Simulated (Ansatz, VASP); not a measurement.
# CdF2: VASP beside Ansatz

```
Cd F
1.0
     0.00000    2.69400    2.69400
     2.69400    0.00000    2.69400
     2.69400    2.69400    0.00000
Cd F
1 2
Direct
  0.00158 0.99951 0.01010
  0.76521 0.75266 0.74915
  0.27464 0.23776 0.23702
```

Change from the starting cell: atoms moved at random, drawn with an rms of 0.05 Å.

Alike in both runs: task single point; functional PBEsol; k mesh 9 × 9 × 9; occupations fermi-dirac, width 0.05 eV; no spin polarisation.

|  | VASP | Ansatz |
| --- | --- | --- |
| version | VASP 6.6.1 | Ansatz 0.2.0 |
| potentials or method | VASP PAW PBE potentials, release 64 (Cd, F) | Ansatz PAW |
| plane-wave cutoff (eV) | 520 | 420 |
| valence electrons in the cell | 26 | 34 |

```tsv
	VASP	Ansatz	Ansatz less VASP
gap on the k mesh at the Fermi level (eV)	2.92	2.95	+0.033
least direct gap on the mesh (eV)	3.34	3.37	+0.031
pressure (GPa)	0.9	0.1	-0.81
largest component of the traceless stress (GPa)	0.67	0.54	-0.136
rms of the force components (eV/Å)	0.191	0.175	-0.0158
```

Atom by atom the forces differ by 0.017 eV/Å (rms over components). The two sets of potentials don't hold the same shells in valence.

Caveats: the PAW data sets were made with another functional, which shifts forces and pressure a little (VASP); an odd mesh through Γ misses points on the zone boundary, where band edges often lie (VASP); odd divisions of the mesh miss points on the zone boundary, where band edges often lie, so the gap on the mesh can be too wide (Ansatz); the pressure holds a Pulay correction of +0.7 GPa for the finite cutoff (Ansatz); the PAW data sets come from PBE, with cores solved anew for the run's functional, which leaves a small shift of forces and pressure (Ansatz).
